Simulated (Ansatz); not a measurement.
# ScAl2: the cost of one run

Method: DFT r2SCAN, scalar-relativistic, plane waves, PAW, in Ansatz 0.2.0.

1 further run of the same task is left out (set aside as unsound or not needed).

## 1. Starting point

Symmetry: Fd-3m, No. 227, cubic system. The conventional cell has a = 7.555 Å, b = 7.555 Å, c = 7.555 Å, α = 90.00°, β = 90.00°, γ = 90.00°. Around Sc (site symmetry -43m) lie 12 Al at 3.13 Å and 4 Sc at 3.27 Å. Al (site symmetry -3m) has 6 Al at 2.67 Å as nearest neighbours.

As a file:

```cif
data_structure
_symmetry_space_group_name_H-M 'P 1'
_symmetry_Int_Tables_number 1
_cell_length_a 5.3424
_cell_length_b 5.3424
_cell_length_c 5.3424
_cell_angle_alpha 60.000
_cell_angle_beta 60.000
_cell_angle_gamma 60.000
_cell_volume 107.82
loop_
_atom_site_label
_atom_site_type_symbol
_atom_site_fract_x
_atom_site_fract_y
_atom_site_fract_z
_atom_site_occupancy
Sc1 Sc 0.50000 0.50000 0.50000 1
Sc2 Sc 0.75000 0.75000 0.75000 1
Al1 Al 0.12500 0.12500 0.12500 1
Al2 Al 0.62500 0.12500 0.12500 1
Al3 Al 0.12500 0.62500 0.12500 1
Al4 Al 0.12500 0.12500 0.62500 1
```

It goes back to an entry of the Materials Project, which need not be the stable form.

This cell was relaxed beforehand with the same method: volume 17.97 Å³/atom, gap on the mesh none (metal).

## 2. Electronic structure at the relaxed geometry

Contents of input.yaml:

```yaml
crystal:
  lattice:
    - [0.0, 3.7776526849, 3.7776526849]
    - [3.7776526849, 0.0, 3.7776526849]
    - [3.7776526849, 3.7776526849, 0.0]
  atoms:
    - { symbol: Sc, position: [0.5, 0.5, 0.5] }
    - { symbol: Sc, position: [0.75, 0.75, 0.75] }
    - { symbol: Al, position: [0.125, 0.125, 0.125] }
    - { symbol: Al, position: [0.625, 0.125, 0.125] }
    - { symbol: Al, position: [0.125, 0.625, 0.125] }
    - { symbol: Al, position: [0.125, 0.125, 0.625] }
basis:
  ecutwfc: 500
kpoints:
  mp_grid: { grid: [8, 8, 8] }
  band_path:
    path:
      - [[0.0, 0.0, 0.0], [0.5, 0.0, 0.5], [0.625, 0.25, 0.625]]
      - [[0.375, 0.375, 0.75], [0.0, 0.0, 0.0], [0.5, 0.5, 0.5], [0.5, 0.25, 0.75], [0.5, 0.0, 0.5]]
    npoints: 14
hamiltonian:
  xc: r2scan
scf:
  occupations: { method: gaussian, width: 0.1 }
  n_extra_bands: 15
output:
  forces: true
  stress: true
  eigenvalues: true
  populations: true
  dos: { projected: true, de: 0.02, nscf_kmesh: { grid: [12, 12, 12] } }
  bader: true
  write_density: true
  write_potential: true
  elf: true
  volumetric_format: npy
```

Launch:

```
ansatz run input.yaml --threads 1 --pin off --max-ram 2560MiB --backend cpu --events-out ev --progress --plain --runs-dir out
```

Q: Estimate wall time and peak memory on 1 thread of Arm Neoverse V2, shared host.

About 66 s, with a peak of 0.67 GiB.
